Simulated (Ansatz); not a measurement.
Bands of O

```
O
1.0
     0.00000    1.88989    3.89884
     1.50177    0.00000    3.89884
     1.50177    1.88989    0.00000
O
2
Direct
  0.42110 0.42110 0.57890
  0.57890 0.57890 0.42110
```

Atom numbers follow the list: O1, O2.

Structure from Materials Project entry mp-607540 (possibly hypothetical), not relaxed further.

Solid oxygen carries moments on its molecules; these runs leave spin out.

All numbers below come from DFT, LDA, all-electron LAPW, scalar-relativistic (Ansatz 0.2.0).

Settings: a Γ-centred 14×14×14 k mesh, Fermi–Dirac smearing of 0.08 eV, basis error target 1 meV/atom, no spin polarisation.

Points in fractions of the reciprocal vectors of this cell: Γ (0, 0, 0), Y (0.5, 0, 0.5), T (1, 0.5, 0.5), Z (0.5, 0.5, 0), Σ0 (0, 0.445, 0.445), U0 (1, 0.555, 0.555). The path joins them by straight lines in the order Γ–Y–T–Z–Γ–Σ0–U0–T–Y; legs that retrace an earlier one aren't tabulated. Energies are in eV from the Fermi level.

(1) Metal or insulator at this level of theory?

(2) Tabulate bands 6 to 10, counted from the lowest band of the run, along the path.

Results:

(1) No gap opens: metallic or semimetallic.

(2) 
```tsv
k (1/Å)	point	band 6	band 7	band 8	band 9	band 10
0.00	Γ	-5.04	-4.57	1.15	1.55	9.70
0.24		-5.16	-4.77	1.06	1.39	9.91
0.47		-5.49	-5.27	0.79	0.95	10.17
0.71		-5.93	-5.87	0.35	0.43	10.24
0.95		-6.38	-6.35	-0.29	0.05	10.30
1.19		-6.77	-6.58	-0.84	-0.27	10.35
1.42		-7.03	-6.61	-1.23	-0.49	10.37
1.66	Y	-7.11	-6.61	-1.36	-0.57	10.37
1.78		-7.12	-6.59	-1.39	-0.55	10.28
1.89		-7.13	-6.53	-1.45	-0.51	10.09
2.01		-7.15	-6.46	-1.55	-0.46	9.89
2.12		-7.17	-6.37	-1.65	-0.39	9.74
2.24		-7.19	-6.30	-1.74	-0.33	9.65
2.35		-7.21	-6.25	-1.80	-0.29	9.60
2.47	T	-7.21	-6.23	-1.83	-0.28	9.59
2.71		-7.12	-6.23	-1.66	-0.21	9.37
2.94		-6.86	-6.22	-1.19	-0.01	8.80
3.18		-6.47	-6.12	-0.53	0.29	8.06
3.42		-6.00	-5.79	0.21	0.63	7.31
3.66		-5.55	-5.27	0.91	0.96	6.67
3.89		-5.22	-4.79	1.19	1.42	6.24
4.13	Z	-5.10	-4.60	1.28	1.62	6.08
4.25		-5.09	-4.60	1.27	1.61	6.20
4.36		-5.09	-4.60	1.26	1.60	6.55
4.48		-5.08	-4.59	1.23	1.59	7.09
4.59		-5.06	-4.58	1.20	1.58	7.76
4.71		-5.05	-4.58	1.17	1.56	8.50
4.82		-5.05	-4.58	1.16	1.56	9.23
4.94	Γ	-5.04	-4.57	1.15	1.55	9.70
5.20		-5.25	-4.75	0.96	1.41	9.98
5.47		-5.73	-5.25	0.49	1.01	10.11
5.73		-6.18	-5.96	-0.05	0.42	10.09
6.00		-6.75	-6.39	-0.45	-0.25	10.02
6.27		-7.49	-6.38	-0.89	-0.60	9.90
6.53		-7.64	-6.30	-1.41	-0.51	9.75
6.80	Σ0	-7.33	-6.24	-1.73	-0.35	9.63
7.15		-7.27	-6.24	-1.52	-0.24	9.56
7.50		-6.99	-5.67	-1.69	0.62	9.32
7.85		-7.04	-4.83	-1.90	1.39	9.11
8.21		-7.04	-4.83	-1.90	1.39	9.11
8.56		-6.99	-5.67	-1.69	0.62	9.32
8.91		-7.27	-6.24	-1.52	-0.24	9.56
9.26	U0	-7.33	-6.24	-1.73	-0.35	9.63
9.30		-7.30	-6.24	-1.76	-0.33	9.62
9.33		-7.27	-6.24	-1.78	-0.32	9.61
9.36		-7.25	-6.23	-1.80	-0.30	9.60
9.39		-7.23	-6.23	-1.81	-0.29	9.59
9.43		-7.22	-6.23	-1.82	-0.29	9.59
9.46		-7.21	-6.23	-1.82	-0.28	9.59
9.49	T	-7.21	-6.23	-1.83	-0.28	9.59
```
